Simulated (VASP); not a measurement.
# ZnSe (F-43m) in VASP: band structure with HSE06

Aim: the band structure of ZnSe with HSE06.

Program: VASP 6.6.1. These are calculated values, not measurements. Logs are shortened: lines on timing, memory, paths and dates and some standing lists are left out, and cuts for length are marked.

**Measured values to compare with.**

“Alloy Disordering Effects on the Thermal Conductivity and Energy Gap Temperature Dependence of Cd1−xZnxSe Ternary Crystals Grown by the Bridgman Method”, 2023, pmc:10253836 reports, for a bulk crystal of ZnSe at 300 K: band gap 2.695 ± 0.003 eV (an exciton energy, a little under the gap).

How close the calculation comes is told below.

### 1 The crystal as given

It takes space group F-43m (No. 216, cubic). Conventional cell: a = 5.668 Å, b = 5.668 Å, c = 5.668 Å, α = 90.00°, β = 90.00°, γ = 90.00°. Zn (site symmetry -43m) has 4 Se at 2.45 Å as nearest neighbours. Around Se (site symmetry -43m) lie 4 Zn at 2.45 Å.

### 2 Band structure, HSE06

Input file POSCAR:

```
ZnSe
1.0
    0.0000000000      2.8338000000      2.8338000000
    2.8338000000      0.0000000000      2.8338000000
    2.8338000000      2.8338000000      0.0000000000
Zn Se
1 1
Direct
    0.0000000000      0.0000000000      0.0000000000
    0.2500000000      0.2500000000      0.2500000000
```

Input file INCAR.step1:

```
PREC = Accurate
ENCUT = 520
EDIFF = 1E-5
ISMEAR = 0
SIGMA = 0.02
LREAL = F
LASPH = T
NELM = 80
ALGO = Normal
ISIF = 2
LWAVE = T
LCHARG = F
NBANDS = 16
KPAR = 4
GGA = PE
```

Input file INCAR.step2:

```
PREC = Accurate
ENCUT = 520
EDIFF = 1E-7
ISMEAR = 0
SIGMA = 0.02
LREAL = F
LASPH = T
NELM = 80
ALGO = Normal
ISIF = 2
LWAVE = F
LCHARG = F
GGA = PE
LHFCALC = T
HFSCREEN = 0.2
PRECFOCK = Fast
NBANDS = 16
KPAR = 4
ISTART = 1
```

Input file KPOINTS:

```
Automatic mesh
0
Gamma
  6 6 6
```

Input file KPOINTS_OPT:

```
path GXWKGLUWLK,UX
10
line-mode
reciprocal
 0.0000000000  0.0000000000  0.0000000000  G
 0.5000000000  0.0000000000  0.5000000000  X

 0.5000000000  0.0000000000  0.5000000000  X
 0.5000000000  0.2500000000  0.7500000000  W

 0.5000000000  0.2500000000  0.7500000000  W
 0.3750000000  0.3750000000  0.7500000000  K

 0.3750000000  0.3750000000  0.7500000000  K
 0.0000000000  0.0000000000  0.0000000000  G

 0.0000000000  0.0000000000  0.0000000000  G
 0.5000000000  0.5000000000  0.5000000000  L

 0.5000000000  0.5000000000  0.5000000000  L
 0.6250000000  0.2500000000  0.6250000000  U

 0.6250000000  0.2500000000  0.6250000000  U
 0.5000000000  0.2500000000  0.7500000000  W

 0.5000000000  0.2500000000  0.7500000000  W
 0.5000000000  0.5000000000  0.5000000000  L

 0.5000000000  0.5000000000  0.5000000000  L
 0.3750000000  0.3750000000  0.7500000000  K

 0.6250000000  0.2500000000  0.6250000000  U
 0.5000000000  0.0000000000  0.5000000000  X
```

Potentials or basis: VASP PAW PBE potentials, release 64 (Zn, Se).

Command:

```console
$ cat potpaw_PBE.64/Zn/POTCAR potpaw_PBE.64/Se/POTCAR > POTCAR
$ cp INCAR.step1 INCAR
$ mpirun -np 4 vasp_std > vasp.out
$ cp INCAR.step2 INCAR
$ mpirun -np 4 vasp_std > vasp.out
```

OUTCAR:

```text
PREC = Accurate
   ENCUT = 520
   EDIFF = 1E-7
   ISMEAR = 0
   LREAL = F
   LASPH = T
   NELM = 80
   ISIF = 2
   GGA = PE
   LHFCALC = T
   HFSCREEN = 0.2
   PRECFOCK = Fast
   ISTART = 1

 ion  position               nearest neighbor table
   1  0.000  0.000  0.000-   2 2.45   2 2.45   2 2.45   2 2.45
   2  0.250  0.250  0.250-   1 2.45   1 2.45   1 2.45   1 2.45

  LATTYP: Found a face centered cubic cell.
 ALAT       =     5.6676000000

  Lattice vectors:

 A1 = (   0.0000000000,   2.8338000000,   2.8338000000)
 A2 = (   2.8338000000,   0.0000000000,   2.8338000000)
 A3 = (   2.8338000000,   2.8338000000,   0.0000000000)

Analysis of symmetry for initial positions (statically):
=====================================================================
 Subroutine PRICEL returns:
 Original cell was already a primitive cell.

 Routine SETGRP: Setting up the symmetry group for a
 face centered cubic supercell.

 Subroutine GETGRP returns: Found 24 space group operations
 (whereof 24 operations were pure point group operations)
 out of a pool of 48 trial point group operations.

The static configuration has the point symmetry T_d .

Analysis of symmetry for dynamics (positions and initial velocities):
=====================================================================
 Subroutine PRICEL returns:
 Original cell was already a primitive cell.

 Routine SETGRP: Setting up the symmetry group for a
 face centered cubic supercell.

 Subroutine GETGRP returns: Found 24 space group operations
 (whereof 24 operations were pure point group operations)
 out of a pool of 48 trial point group operations.

The dynamic configuration has the point symmetry T_d .

 Subroutine INISYM returns: Found 24 space group operations
 (whereof 24 operations are pure point group operations),
 and found     1 'primitive' translations

----------------------------------------------------------------------------------------

                                     Primitive cell

  volume of cell :      45.5132

  direct lattice vectors                    reciprocal lattice vectors
     0.000000000  2.833800000  2.833800000    -0.176441527  0.176441527  0.176441527
     2.833800000  0.000000000  2.833800000     0.176441527 -0.176441527  0.176441527
     2.833800000  2.833800000  0.000000000     0.176441527  0.176441527 -0.176441527

  length of vectors
     4.007598393  4.007598393  4.007598393     0.305605690  0.305605690  0.305605690

  position of ions in fractional coordinates (direct lattice)
     0.000000000  0.000000000  0.000000000
     0.250000000  0.250000000  0.250000000

  ion indices of the primitive-cell ions
   primitive index   ion index
                 1           1
                 2           2

----------------------------------------------------------------------------------------

 KPOINTS: Automatic mesh

Automatic generation of k-mesh.
 Grid dimensions read from file:
 generate k-points for:    6    6    6

 Generating k-lattice:

  Cartesian coordinates                     Fractional coordinates (reciprocal lattice)
    -0.029406921  0.029406921  0.029406921     0.166666667  0.000000000  0.000000000
     0.029406921 -0.029406921  0.029406921     0.000000000  0.166666667  0.000000000
     0.029406921  0.029406921 -0.029406921     0.000000000  0.000000000  0.166666667

  Length of vectors
     0.050934282  0.050934282  0.050934282

  Shift w.r.t. Gamma in fractional coordinates (k-lattice)
     0.000000000  0.000000000  0.000000000

 Subroutine IBZKPT returns following result:
 ===========================================

 Found     16 irreducible k-points:

 Following reciprocal coordinates:
            Coordinates               Weight
  0.000000  0.000000  0.000000      1.000000
  0.166667  0.000000  0.000000      8.000000
  0.333333  0.000000  0.000000      8.000000
  0.500000  0.000000  0.000000      4.000000
  0.166667  0.166667  0.000000      6.000000
  0.333333  0.166667  0.000000     24.000000
[... 8 lines left out ...]
 -0.333333  0.333333  0.166667     24.000000
 -0.333333  0.500000  0.166667     12.000000
   k-points           NKPTS =     16   k-points in BZ     NKDIM =    216   number of bands    NBANDS=     16
   number of dos      NEDOS =    301   number of ions     NIONS =      2
   total plane-waves  NPLWV =  27000
   dimension x,y,z NGX =    30 NGY =   30 NGZ =   30
   dimension x,y,z NGXF=    60 NGYF=   60 NGZF=   60
   ions per type =               1   1
   NGX,Y,Z   is equivalent  to a cutoff of  12.44, 12.44, 12.44 a.u.
   NGXF,Y,Z  is equivalent  to a cutoff of  24.89, 24.89, 24.89 a.u.
 SYSTEM =  unknown system
   PREC   = accura    normal or accurate (medium, high low for compatibility)
   ISTART =      1    job   : 0-new  1-cont  2-samecut
   ICHARG =      0    charge: 1-file 2-atom 10-const
   ISPIN  =      1    spin polarized calculation?
   LNONCOLLINEAR =      F non collinear calculations
   LSORBIT =      F    spin-orbit coupling
   LASPH  =      T    aspherical Exc in radial PAW
   ENCUT  =  520.0 eV  38.22 Ry    6.18 a.u.   7.45  7.45  7.45*2*pi/ulx,y,z
   NELM   =     80;   NELMIN=  2; NELMDL=  0     # of ELM steps
   EDIFF  = 0.1E-06   stopping-criterion for ELM
   LREAL  =      F    real-space projection
   EDIFFG = 0.1E-05   stopping-criterion for IOM
   NSW    =      0    number of steps for IOM
   IBRION =     -1    ionic relax: 0-MD 1-quasi-New 2-CG
   NFREE  =      0    steps in history (QN), initial steepest desc. (CG)
   ISIF   =      2    stress and relaxation
   ISYM   =      3    0-nonsym 1-usesym 2-fastsym
   POTIM  = 0.5000    time-step for ionic-motion
   TEBEG  =    0.0;   TEEND  =   0.0 temperature during run
   PSTRESS=    0.0 pullay stress
   NELECT =      18.0000    total number of electrons
   NUPDOWN=      -1.0000    fix difference up-down
   EMIN   =  10.00;   EMAX   =-10.00  energy-range for DOS
   EFERMI =   0.00;   METHOD = LEGACY
   ISMEAR =     0;   SIGMA  =   0.02  broadening in eV -4-tet -1-fermi 0-gaus
   EFERMI_NEDOS =   21; number of points for ismear=-14 and -15
   IALGO  =     38    algorithm
   IMIX   =      1    mixing-type and parameters
     AMIX     =   0.40;   BMIX     =  1.00
     AMIX_MAG =   1.60;   BMIX_MAG =  1.00
  volume/ion in A,a.u.               =      22.76       153.57
  Fermi-wavevector in a.u.,A,eV,Ry     =   1.201673  2.270834 19.647073  1.444019
  Thomas-Fermi vector in A             =   2.337476
   LORBIT       =      0    0 simple, 1 ext, 2 COOP (PROOUT), +10 PAW based schemes
   GGA     = PE    functional components
   LHFCALC =     T    Hartree Fock is set to
   PRECFOCK=fast      Normal, Fast or Accurate (Low or Medium for compatibility)
   ENCUT4O =  -1.0   cutoff for four orbital integrals eV
   NKREDX  =     1    reduce k-point grid by
   NKREDY  =     1    reduce k-point grid by
   NKREDZ  =     1    reduce k-point grid by
   AEXX    =    0.2500 exact exchange contribution
   HFSCREEN=    0.2000 screening length (either q_TF or 0.3 A-1)
   HFSCREENC=   0.2000 screening length for correlation (either q_TF or 0.3 A-1)
   ENCUTFOCK=  -1.0 apply spherical cutoff to Coloumb kernel
   IVDW    =     0    specifies the selected vdW correction
   LEPSILON=     F    determine dielectric tensor
   LRPA    =     F    only Hartree local field effects (RPA)
 non-spin polarized calculation
 Gauss-broadening in eV      SIGMA  =   0.02
  energy-cutoff  :      520.00
  volume of cell :       45.51
 maximum number of plane-waves:      1243
 NGX is ok and might be reduce to    30
  NGX = 18; NGY = 18; NGZ = 18

 number of electron      18.0000012 magnetization

 Free energy of the ion-electron system (eV)
  ---------------------------------------------------
  ext. energy  EPLUGINS =         0.00000000
  ---------------------------------------------------
  free energy    TOTEN  =        -7.44495797 eV

  energy without entropy =       -7.44495797  energy(sigma->0) =       -7.44495797

 E-fermi :   1.0509     XC(G=0):  -7.7235

 val. band max:        0.9509642641   @ k =   0.0000   0.0000   0.0000
 cond. band min:       3.3733665515   @ k =   0.0000   0.0000   0.0000
 fundamental gap:      2.4224022874
 Fermi energy:         1.0509261918

 k-point     1 :       0.0000    0.0000    0.0000
  band No.  band energies     occupation
      1     -13.4318      2.00000
      2      -7.2309      2.00000
      3      -7.2309      2.00000
      4      -7.2309      2.00000
      5      -6.9014      2.00000
      6      -6.9014      2.00000
[... 8 lines left out ...]
     15      13.6720      0.00000
     16      13.6720      0.00000

 k-point     2 :       0.1667    0.0000    0.0000
  band No.  band energies     occupation
      1     -13.2404      2.00000
      2      -7.2066      2.00000
      3      -7.2066      2.00000
      4      -7.1910      2.00000
      5      -6.9031      2.00000
      6      -6.9031      2.00000
[... 8 lines left out ...]
     15      12.5998      0.00000
     16      13.2922      0.00000

 k-point     3 :       0.3333    0.0000    0.0000
  band No.  band energies     occupation
      1     -12.8135      2.00000
      2      -7.1656      2.00000
      3      -7.1656      2.00000
      4      -6.9910      2.00000
      5      -6.8969      2.00000
      6      -6.8969      2.00000
[... 8 lines left out ...]
     15      13.2667      0.00000
     16      13.2667      0.00000

 k-point     4 :       0.5000    0.0000    0.0000
  band No.  band energies     occupation
      1     -12.5720      2.00000
      2      -7.1503      2.00000
      3      -7.1503      2.00000
      4      -6.8874      2.00000
      5      -6.8874      2.00000
      6      -6.7166      2.00000
[... 8 lines left out ...]
     15      15.4853      0.00000
     16      15.4853      0.00000

 k-point     5 :       0.1667    0.1667    0.0000
  band No.  band energies     occupation
      1     -13.1765      2.00000
      2      -7.2099      2.00000
      3      -7.1829      2.00000
      4      -7.1829      2.00000
      5      -6.9170      2.00000
      6      -6.8909      2.00000
[... 8 lines left out ...]
     15      14.0853      0.00000
     16      14.4448      0.00000

 k-point     6 :       0.3333    0.1667    0.0000
  band No.  band energies     occupation
      1     -12.8245      2.00000
      2      -7.1652      2.00000
      3      -7.1352      2.00000
      4      -7.0737      2.00000
      5      -6.9048      2.00000
      6      -6.8825      2.00000
[... 8 lines left out ...]
     15      14.4702      0.00000
     16      14.8266      0.00000
[... 115 lines left out ...]
 k-point    13 :       0.5000    0.5000    0.0000
  band No.  band energies     occupation
      1     -12.2835      2.00000
      2      -7.1121      2.00000
      3      -7.0096      2.00000
      4      -7.0096      2.00000
      5      -6.8591      2.00000
      6      -6.6716      2.00000
[... 8 lines left out ...]
     15      16.2794      0.00000
     16      16.7747      0.00000

 k-point    14 :       0.5000    0.3333    0.1667
  band No.  band energies     occupation
      1     -12.5194      2.00000
      2      -7.1173      2.00000
      3      -7.1039      2.00000
      4      -6.9857      2.00000
      5      -6.8859      2.00000
      6      -6.7867      2.00000
[... 8 lines left out ...]
     15      15.2857      0.00000
     16      16.7800      0.00000

 k-point    15 :      -0.3333    0.3333    0.1667
  band No.  band energies     occupation
      1     -12.3559      2.00000
      2      -7.1097      2.00000
      3      -7.0799      2.00000
      4      -6.9363      2.00000
      5      -6.9012      2.00000
      6      -6.6129      2.00000
[... 8 lines left out ...]
     15      15.3986      0.00000
     16      16.4868      0.00000

 k-point    16 :      -0.3333    0.5000    0.1667
  band No.  band energies     occupation
      1     -12.2800      2.00000
      2      -7.0978      2.00000
      3      -7.0479      2.00000
      4      -6.9676      2.00000
      5      -6.8867      2.00000
      6      -6.5875      2.00000
[... 8 lines left out ...]
     15      16.2286      0.00000
     16      16.5146      0.00000

------------------------ aborting loop because EDIFF is reached ----------------------------------------

  FORCE on cell =-STRESS in cart. coord.  units (eV):
  Direction    XX          YY          ZZ          XY          YZ          ZX
  --------------------------------------------------------------------------------------
  -------------------------------------------------------------------------------------
  Total        0.3291041      0.3291041      0.3291041      0.0000000     -0.0000000      0.0000000
  in kB       11.5852740     11.5852740     11.5852740      0.0000000     -0.0000000      0.0000000
  external PRESSURE =      11.5852740 kB  Pullay stress =       0.0000000 kB

 VOLUME and BASIS-vectors are now :
 -----------------------------------------------------------------------------
  energy-cutoff  :      520.00
  volume of cell :       45.51
      direct lattice vectors                 reciprocal lattice vectors
     0.000000000  2.833800000  2.833800000    -0.176441527  0.176441527  0.176441527
     2.833800000  0.000000000  2.833800000     0.176441527 -0.176441527  0.176441527
     2.833800000  2.833800000  0.000000000     0.176441527  0.176441527 -0.176441527

 POSITION                                       TOTAL-FORCE (eV/Angst)
 -----------------------------------------------------------------------------------
      0.00000      0.00000      0.00000        -0.000000     -0.000000     -0.000000
      1.41690      1.41690      1.41690         0.000000      0.000000      0.000000
 -----------------------------------------------------------------------------------
    total drift:                                0.000042      0.000036      0.000026

  FREE ENERGIE OF THE ION-ELECTRON SYSTEM (eV)
  ---------------------------------------------------
  free  energy   TOTEN  =        -7.4449579729 eV

  energy  without entropy=       -7.4449579729  energy(sigma->0) =       -7.44495797
```

Run time: 44 min. Hardware: 4 MPI ranks of AMD EPYC 7R13 (Zen 3), shared host; peak memory 0.34 GiB.

What came out:

```
Free energy             : -7.4450 eV
Pressure                : 1.2 GPa
Band gap on the k mesh  : 2.42 eV, direct
Band gap along the path : 2.42 eV, direct
```

Levels at the corners of the path, in eV from the valence-band top:
```tsv
point	band 7	band 8	band 9	band 10	band 11	band 12
Γ	0.00	0.00	0.00	2.42	6.96	6.96
X	-5.14	-2.31	-2.31	3.87	4.52	12.19
X	-5.14	-2.31	-2.31	3.87	4.52	12.19
W	-4.92	-3.00	-2.78	6.45	6.90	8.23
W	-4.92	-3.00	-2.78	6.45	6.90	8.23
K	-4.99	-3.30	-1.90	4.58	6.78	10.30
K	-4.99	-3.30	-1.90	4.58	6.78	10.30
Γ	0.00	0.00	0.00	2.42	6.96	6.96
Γ	0.00	0.00	0.00	2.42	6.96	6.96
L	-5.54	-0.92	-0.92	3.67	7.51	7.51
L	-5.54	-0.92	-0.92	3.67	7.51	7.51
U	-4.99	-3.30	-1.90	4.58	6.78	10.30
U	-4.99	-3.30	-1.90	4.58	6.78	10.30
W	-4.92	-3.00	-2.78	6.45	6.90	8.23
W	-4.92	-3.00	-2.78	6.45	6.90	8.23
L	-5.54	-0.92	-0.92	3.67	7.51	7.51
L	-5.54	-0.92	-0.92	3.67	7.51	7.51
K	-4.99	-3.30	-1.90	4.58	6.78	10.30
U	-4.99	-3.30	-1.90	4.58	6.78	10.30
X	-5.14	-2.31	-2.31	3.87	4.52	12.19
```

Caveat: the PAW data sets were made with another functional, which shifts forces and pressure a little.

### 3 Against experiment

Step 2. Against the measured gap of ZnSe, 2.695 eV (an exciton energy, a little under the gap; 300 K; “Alloy Disordering Effects on the Thermal Conductivity and Energy Gap Temperature Dependence of Cd1−xZnxSe Ternary Crystals Grown by the Bridgman Method”, 2023, pmc:10253836), the calculated 2.42 eV is off by -0.27 eV. Spin-orbit coupling on Se is left out. The value is that of HSE06, without temperature or zero-point motion.
